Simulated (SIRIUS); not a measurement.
**ZrO in SIRIUS: the effect of functional**

ZrO:

```
Zr O
1.0
     1.82664   -2.91885    0.00000
     1.82664    2.91885    0.00000
     0.00000    0.00000    2.61994
Zr O
1 1
Direct
  0.00000 0.00000 0.00000
  0.50000 0.50000 0.00000
```

The cell was built by a generator and needn't be a form met in nature.

Alike in all runs:

```yaml
Program: SIRIUS 7.10.0
Task: single point
Potentials_or_basis: PseudoDojo 0.4.1 PBE standard (scalar relativistic)
Cutoff: 1152 eV
Density_cutoff: 4606 eV
k_mesh: 6 × 6 × 7
Occupations: fermi-dirac, width 0.05 eV
Spin: no spin polarisation
```

| functional | pressure (GPa) |
| --- | --- |
| LDA | 57.3 |
| PBE | 65.9 |
| PBEsol | 60.4 |
| RPBE | ? |
| revPBE | 67.9 |
| BLYP | 72.9 |
| PW91 | 65.8 |
| AM05 | 60.2 |
| PW86PBE | 71.8 |
| SG4 | 60.2 |
| HLE16 | 26.5 |

Q: What does the run with functional RPBE give?

A: Pressure 68.7 GPa.

Caveats: a pressure of tens of GPa on the cell as given is suspect, and the run, the potentials or the cell itself is likely at fault (some runs); the potentials were made for another functional, which shifts forces and pressure (some runs); the potentials were made for a functional far from this one (some runs).
